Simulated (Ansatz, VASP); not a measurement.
## Two plane-wave programs on GaN

The input INCAR:

```
ALGO = Normal ; EDIFF = 1E-6
ENCUT = 520 ; GGA = PE
ISIF = 2 ; ISMEAR = 0
LASPH = True ; LCHARG = True
LELF = True ; LREAL = False
LVHAR = True ; LWAVE = False
NBANDS = 16 ; NELM = 60
PREC = Accurate ; SIGMA = 0.05
```

Contents of KPOINTS:

```
k-points
0
Gamma
  10 10 10
```

File POSCAR:

```
GaN
1.0
    0.0000000000      2.2742384873      2.2742384873
    2.2742384873      0.0000000000      2.2742384873
    2.2742384873      2.2742384873      0.0000000000
Ga N
1 1
Direct
    0.0000000000      0.0000000000      0.0000000000
    0.7404800507      0.7531733164      0.7531733164
```

Input for Ansatz:

```yaml
crystal:
  lattice:
    - [0.0, 2.2742384873, 2.2742384873]
    - [2.2742384873, 0.0, 2.2742384873]
    - [2.2742384873, 2.2742384873, 0.0]
  atoms:
    - { symbol: Ga, position: [0.0, 0.0, 0.0] }
    - { symbol: "N", position: [0.7404800507, 0.7531733164, 0.7531733164] }
basis:
  ecutwfc: 420
kpoints:
  mp_grid: { grid: [10, 10, 10] }
hamiltonian:
  xc: pbe
scf:
  occupations: { method: gaussian, width: 0.05 }
output:
  forces: true
  stress: true
  eigenvalues: true
```

Change from the starting cell: all N atoms moved +0.025 Å, as atom 2 towards its neighbour atom 1 (Ga) at 1.970 Å.

Alike in both runs: task single point; functional PBE; k mesh 10 × 10 × 10; occupations gaussian, width 0.05 eV; no spin polarisation.

|  | VASP | Ansatz |
| --- | --- | --- |
| version | VASP 6.6.1 | Ansatz 0.2.0 |
| potentials or method | VASP PAW PBE potentials, release 64 (Ga_d, N) | scalar-relativistic, plane waves, PAW |
| plane-wave cutoff (eV) | 520 | 420 |
| valence electrons in the cell | 18 | 18 |

VASP gave:

| Quantity | Value |
| --- | --- |
| gap on the k mesh at the Fermi level (eV) | 1.52 |
| least direct gap on the mesh (eV) | 1.52 |
| pressure (GPa) | 0.2 |
| largest component of the traceless stress (GPa) | 0.74 |
| rms of the force components (eV/Å) | 0.173 |

Question: Estimate Ansatz's values.

Answer: gap on the k mesh at the Fermi level (eV): 1.51; least direct gap on the mesh (eV): 1.51; pressure (GPa): 0.1; largest component of the traceless stress (GPa): 0.76; rms of the force components (eV/Å): 0.176.

Atom by atom the forces differ by 0.002 eV/Å (rms over components). With one functional, cell and mesh, what is left measures potentials, basis and numerics.
